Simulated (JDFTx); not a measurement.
The system is Ir.

```
CELL_PARAMETERS angstrom
2.75138 0.00000 0.00000
-1.37569 2.38276 0.00000
0.00000 0.00000 4.46229
ATOMIC_POSITIONS crystal
Ir 0.33333 0.66667 0.25000
Ir 0.66667 0.33333 0.75000
```

This isn't the form of Ir at room conditions, which is fcc.

- Program: JDFTx 1.7.0 (patched build)
- Task: relaxation of cell and atoms
- Functional: PBE
- Potentials or basis: SPMS-PBE-1.0 with smoothed tails
- Cutoff: 1088 eV
- Density cutoff: 8708 eV
- k mesh: 6 × 6 × 3
- Occupations: fermi-dirac, width 0.05 eV
- Spin: no spin polarisation

At the start: pressure -1.7 GPa; volume 14.63 Å³/atom.

Question: Where does the relaxation end?

Answer: Over 7 steps the energy falls by 9.7 meV/atom and the volume is 14.56 Å³/atom (-0.5 %); space group P6_3/mmc (No. 194, to 0.05 Å).

Step by step:
```
step  energy change (eV)  largest force (eV/Å)  pressure (GPa)  volume (Å³)
   1              0.0000                0.0000           -1.73        29.25
   2             -0.0089                0.0000           -0.74        29.16
   3             -0.0191                0.0000            0.72        29.05
   4             -0.0193                0.0000           -0.75        29.17
   5             -0.0194                0.0000            0.08        29.10
   6             -0.0195                0.0000            0.01        29.11
   7             -0.0195                0.0000            0.00        29.11
```

Final structure:
```
CELL_PARAMETERS angstrom
2.77081 0.00000 0.00000
-1.38540 2.39959 0.00000
0.00000 0.00000 4.37827
ATOMIC_POSITIONS crystal
Ir 0.33333 0.66667 0.25000
Ir 0.66667 0.33333 0.75000
```

Caveat: the k mesh is coarse (spacing up to 0.47 Å⁻¹), so the values aren't converged.
